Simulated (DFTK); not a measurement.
# BAs (F-43m) in DFTK: reference runs

Aim: a first look at BAs with PBEsol, on the cell as given.

Everything below comes from runs of DFTK 0.8.2. Logs are shortened: lines on timing, memory, paths and dates and some standing lists are left out, and cuts for length are marked.

### Step 1. Starting point

The structure is cubic, space group F-43m (No. 216). Conventional cell: a = 4.777 Å, b = 4.777 Å, c = 4.777 Å, α = 90.00°, β = 90.00°, γ = 90.00°. Around As (site symmetry -43m) lie 4 B at 2.07 Å. Around B (site symmetry -43m) lie 4 As at 2.07 Å.

### Step 2. Single point, PBEsol

The input, run.jl:

```julia
using DFTK
using PseudoPotentialData
using Unitful, UnitfulAtomic
using LinearAlgebra, Printf
include("save.jl")
disable_threading()

# lattice vectors are the columns
lattice = austrip(1u"Å") * [           0.0         2.3885         2.3885;
                   2.3885            0.0         2.3885;
                   2.3885         2.3885            0.0]
symbols   = [:As, :B]
positions = [[0.75, 0.75, 0.75],
             [0.0, 0.0, 0.0]]
pseudopotentials = PseudoFamily("dojo.nc.sr.pbesol.v0_4_1.standard.upf")
elements = Dict(s => ElementPsp(s, pseudopotentials) for s in unique(symbols))
atoms    = [elements[s] for s in symbols]

build_model(lattice, positions; symmetries=true) =
    model_DFT(lattice, atoms, positions;
              functionals=PBEsol(),
              temperature=austrip(0.05u"eV"),
              smearing=Smearing.FermiDirac(),
              symmetries)
Ecut  = 42.0  # hartree
kgrid = [10, 10, 10]
tol   = 1e-6
to_GPa = ustrip(uconvert(u"GPa", 1u"hartree/bohr^3"))

model = build_model(lattice, positions)
basis = PlaneWaveBasis(model; Ecut, kgrid)
display(basis)
scfres = self_consistent_field(basis;
                               tol,
                               nbandsalg=AdaptiveBands(model; n_bands_converge=14))
display(scfres.energies)
@printf "Fermi level: %.6f eV\n" ustrip(auconvert(u"eV", something(scfres.εF, NaN)))
forces = compute_forces_cart(scfres)
println("Forces (eV/Å)")
for (s, f) in zip(symbols, forces)
    @printf "%-3s %12.6f %12.6f %12.6f\n" s ustrip.(auconvert.(u"eV/Å", f))...
end
stress = compute_stresses_cart(scfres)
println("Stress (GPa)")
display(round.(stress * to_GPa; digits=4))
println("Levels at the first k-point (eV): ", round.(ustrip.(auconvert.(u"eV", scfres.eigenvalues[1][1:scfres.n_bands_converge])); digits=4))
save_scf!(scfres; forces, stress)
```

Potentials or basis: dojo.nc.sr.pbesol.v0_4_1.standard.upf (PBEsol).

Started as:

```
$ julia --threads=1 run.jl  # save.jl only writes the numbers to a file and isn't shown; printed stress counts tension as positive; times include loading and compiling
```

The program printed:

```text
PlaneWaveBasis discretization:

    Ecut                 : 42.0 Ha
    fft_size             : (40, 40, 40), 64000 total points
    kgrid                : MonkhorstPack([10, 10, 10])
    num.   red. kpoints  : 1000
    num. irred. kpoints  : 73

    Discretized Model(gga_x_pbe_sol+gga_c_pbe_sol, 3D):
        lattice (in Bohr)    : [0         , 4.51361   , 4.51361   ]
                               [4.51361   , 0         , 4.51361   ]
                               [4.51361   , 4.51361   , 0         ]
        unit cell volume     : 183.91 Bohr³

        atoms                : AsB
        pseudopot. family    : PseudoFamily("dojo.nc.sr.pbesol.v0_4_1.standard.upf")

        num. electrons       : 18
        spin polarization    : none
        temperature          : 0.0018375 Ha
        smearing             : DFTK.Smearing.FermiDirac()

        terms                : Kinetic()
                               AtomicLocal()
                               AtomicNonlocal()
                               Ewald(nothing)
                               PspCorrection()
                               Hartree()
                               Xc(gga_x_pbe_sol, gga_c_pbe_sol)
                               Entropy()
n     Energy            log10(ΔE)   log10(Δρ)   Diag   Δtime
---   ---------------   ---------   ---------   ----   ------
  1   -108.8432766400                   -0.80    4.2    12.3s
  2   -108.8718468028       -1.54       -1.53    2.0    5.56s
  3   -108.8725254850       -3.17       -2.17    2.1    5.81s
  4   -108.8725516700       -4.58       -2.89    2.1    5.66s
  5   -108.8725528768       -5.92       -3.70    2.4    7.03s
  6   -108.8725529014       -7.61       -4.25    2.4    6.37s
  7   -108.8725529029       -8.83       -5.15    2.2    6.61s
  8   -108.8725529029      -10.18       -5.76    2.9    7.07s
  9   -108.8725529029      -11.88       -6.35    2.2    5.71s
Energy breakdown (in Ha):
    Kinetic             78.2278033
    AtomicLocal         -80.3110166
    AtomicNonlocal      -52.2143234
    Ewald               -63.4210614
    PspCorrection       3.1313131
    Hartree             30.4666530
    Xc                  -24.7519208
    Entropy             -0.0000000

    total               -108.872552902949
Fermi level: 7.052851 eV
Forces (eV/Å)
As     -0.000000    -0.000000    -0.000000
B      -0.000000    -0.000000    -0.000000
Stress (GPa)
3×3 StaticArraysCore.SMatrix{3, 3, Float64, 9} with indices SOneTo(3)×SOneTo(3):
  0.7147  0.0     -0.0
  0.0     0.7147   0.0
 -0.0     0.0      0.7147
Levels at the first k-point (eV): [-29.3723, -29.3723, -29.3723, -29.3515, -29.3515, -8.9138, 6.5225, 6.5225, 6.5225, 9.7776, 9.7776, 9.7776, 11.1944, 15.8909]
```

Wall time 2.4 min (1 thread of Intel Xeon Platinum 8488C (Sapphire Rapids), shared host); peak memory 1.8 GiB.

What came out:

```yaml
Free_energy: -2962.5731 eV
Pressure: -0.7 GPa
Band_gap_on_the_k_mesh: 1.10 eV, indirect (least direct gap 3.26 eV)
```

A k mesh can miss the band edges. As with any semilocal functional, this PBEsol gap is likely too small.
